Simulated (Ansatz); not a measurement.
```xyz
5
Lattice="4.1606 0.0000 0.0000 0.0000 4.1606 0.0000 0.0000 0.0000 4.0146" Properties=species:S:1:pos:R:3 pbc="T T T"
Ba     0.0000     0.0000     0.0000
Sn     2.0803     2.0803     2.0073
O      0.0000     2.0803     2.0073
O      2.0803     2.0803     0.0000
O      2.0803     0.0000     2.0073
```

No spin polarisation.

Computed with r2SCAN/PAW in Ansatz (a quantum-chemistry and plane-wave program), no SOC. k-mesh 8×8×8 (Γ-centred); smearing 0.05 eV (Fermi–Dirac).

**Question.** Predict the gap character, smallest direct gap, band gap and electron mass.

**Answer.** 
```json
{
  "gap_character": "indirect, A → Γ",
  "smallest_direct_gap": "2.21 eV",
  "band_gap": "1.75 eV",
  "electron_mass": "0.20 mₑ (at Γ)"
}
```

Load acts through the strain it causes; cell and atoms are relaxed under it. Masses are band curvatures over ±0.01 Å⁻¹ around the edge. Beyond what the load breaks, stability against distortions was not tested. The cell was made from BaSnO3 in the cubic perovskite structure (space group Pm-3m, No. 221) by this change: uniaxial stress, 8 GPa compression along z.
